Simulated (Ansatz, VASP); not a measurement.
# ZnH: VASP beside Ansatz

The input INCAR:

```
SYSTEM = ZnH
ALGO     = Fast           ! electronic algorithm
EDIFF    = 1E-7           ! SCF threshold, eV
EDIFFG   = -0.01          ! ionic threshold
ENCUT    = 600            ! plane-wave cutoff, eV
IBRION   = 2              ! ionic algorithm
ISIF     = 3              ! what is computed and relaxed
ISMEAR   = -1             ! smearing method
LASPH    = .True.         ! aspherical terms in the spheres
LCHARG   = .False.        ! write CHGCAR
LREAL    = .False.        ! projectors in reciprocal space
LWAVE    = .False.        ! write WAVECAR
NELM     = 100            ! most SCF steps
NSW      = 40             ! ionic steps
PREC     = Accurate       ! precision mode
PSTRESS  = 0            
SIGMA    = 0.05           ! smearing width, eV
```

The input KPOINTS:

```
k-points
0
Gamma
  10 10 10
  0 0 0
```

The input POSCAR:

```
ZnH
1.0
    0.0000000000      2.3347076100      2.3347076100
    2.3347076100      0.0000000000      2.3347076100
    2.3347076100      2.3347076100      0.0000000000
Zn H
1 1
Direct
    0.0000000000      0.0000000000      0.0000000000
    0.2500000000      0.2500000000      0.2500000000
```

input.yaml

```yaml
crystal:
  lattice:
    - [0.0, 2.33470761, 2.33470761]
    - [2.33470761, 0.0, 2.33470761]
    - [2.33470761, 2.33470761, 0.0]
  atoms:
    - { symbol: Zn, position: [0.0, 0.0, 0.0] }
    - { symbol: H, position: [0.25, 0.25, 0.25] }
hamiltonian:
  xc: lda
  pseudopotentials: { kind: paw }
kpoints:
  mp_grid: { grid: [10, 10, 10] }
scf:
  occupations: { method: fermi_dirac, width: 0.05 }
output:
  forces: true
  stress: true
  eigenvalues: true
relax:
  f_tol: 0.01
  max_steps: 40
  cell: { stress_tol: 0.05 }
```

The cell was built by a generator and needn't be a form met in nature.

Alike in both runs: task relaxation of cell and atoms; functional LDA; k mesh 10 × 10 × 10; occupations fermi-dirac, width 0.05 eV; no spin polarisation.

|  | VASP | Ansatz |
| --- | --- | --- |
| version | VASP 6.6.1 | Ansatz 0.2.0 |
| potentials or method | VASP PAW LDA potentials, release 64 (Zn, H) | Ansatz PAW |
| plane-wave cutoff (eV) | 600 | 420 |
| valence electrons in the cell | 13 | 13 |

VASP gave:

| Property | Result |
| --- | --- |
| gap on the k mesh at the Fermi level, each at its own relaxed structure (eV) | none |
| relaxed volume (Å³/atom) | 9.89 |
| relaxed cell length with the largest relative difference (Å) | 3.036 |
| energy change over the relaxation (meV/atom) | -106 |

Question: Which values does Ansatz return?

Answer: gap on the k mesh at the Fermi level, each at its own relaxed structure (eV): none; relaxed volume (Å³/atom): 9.84; relaxed cell length with the largest relative difference (Å): 3.031; energy change over the relaxation (meV/atom): -109.

A gap of «none» marks a metal or a gap that the smearing closes.

Caveats: the volume moved by over 15 % at a fixed basis, so the end points are rough; the plane-wave basis is chosen anew once the cell has moved, so the energies of steps on either side of that aren't comparable (Ansatz); the PAW data sets come from PBE, with cores solved anew for the run's functional, which leaves a small shift of forces and pressure (Ansatz).
